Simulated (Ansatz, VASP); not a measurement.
Given: the input of a run of VASP 6.6.1 on Os (Osmium). 

Contents of INCAR:

```
SYSTEM = Os
  PREC = Accurate
  ENCUT = 600
  EDIFF = 1E-6
  ISMEAR = -1
  SIGMA = 0.05
  LREAL = .FALSE.
  LASPH = .TRUE.
  NELM = 60
  ALGO = Normal
  ISIF = 3
  LWAVE = .FALSE.
  LCHARG = .FALSE.
  GGA = RE
  IBRION = 2
  NSW = 40
  EDIFFG = -0.005
```

The input KPOINTS:

```
regular mesh
0
G
  11 11 6
  0 0 0
```

Contents of POSCAR:

```
Os
1.0
    2.7341000000      0.0000000000      0.0000000000
   -1.3670500000      2.3678000565      0.0000000000
    0.0000000000      0.0000000000      4.3197000000
Os
2
Direct
    0.6666666667      0.3333333333      0.7500000000
    0.3333333333      0.6666666667      0.2500000000
```

Potentials or basis: VASP PAW PBE potentials, release 64 (Os).

Launch:

```sh
$ cat potpaw_PBE.64/Os/POTCAR > POTCAR
$ mpirun -np 1 vasp_std > vasp.out
```

**Question.** What does the same run look like in Ansatz 0.2.0? Potentials or basis there: all-electron LAPW, scalar-relativistic.

**Answer.** As run (cutoffs and basis follow the program's own potentials, and thresholds, step limits or extra output files can differ):

input.yaml

```yaml
crystal:
  lattice:
    - [2.7341, 0.0, 0.0]
    - [-1.36705, 2.3678000565, 0.0]
    - [0.0, 0.0, 4.3197]
  atoms:
    - { symbol: Os, position: [0.6666666667, 0.3333333333, 0.75] }
    - { symbol: Os, position: [0.3333333333, 0.6666666667, 0.25] }
kpoints:
  mp_grid: { grid: [11, 11, 6] }
scf:
  occupations: { method: fermi_dirac, width: 0.05 }
hamiltonian:
  xc: revpbe
  pseudopotentials: { kind: all_electron, lapw: { basis_error: 0.001 } }
output:
  forces: true
  stress: true
relax:
  f_tol: 0.005
  max_steps: 60
  cell: {}
```

Potentials or basis: all-electron LAPW, scalar-relativistic.

Command:

```sh
$ ansatz run input.yaml --threads 1 --pin off --max-ram 3072MiB --backend cpu --events-out ev --progress --plain --runs-dir out
```

Both were run:

|  | VASP | Ansatz |
| --- | --- | --- |
| Relaxed volume | 14.38 Å³/atom | 14.39 Å³/atom |
| Relaxed cell | a = 2.760 Å, b = 2.760 Å, c = 4.358 Å, α = 90.00°, β = 90.00°, γ = 120.00° | a = 2.761 Å, b = 2.761 Å, c = 4.359 Å, α = 90.00°, β = 90.00°, γ = 120.00° |
| Space group after relaxing | P6_3/mmc (No. 194) | P6_3/mmc (No. 194) |
| Pressure after relaxing | 0.0 GPa | 0.0 GPa |

VASP's potentials were made for PBE.

Where Ansatz's input types no cutoff or centring, it takes its own default and a Γ-centred mesh.

Pressure is positive in compression.
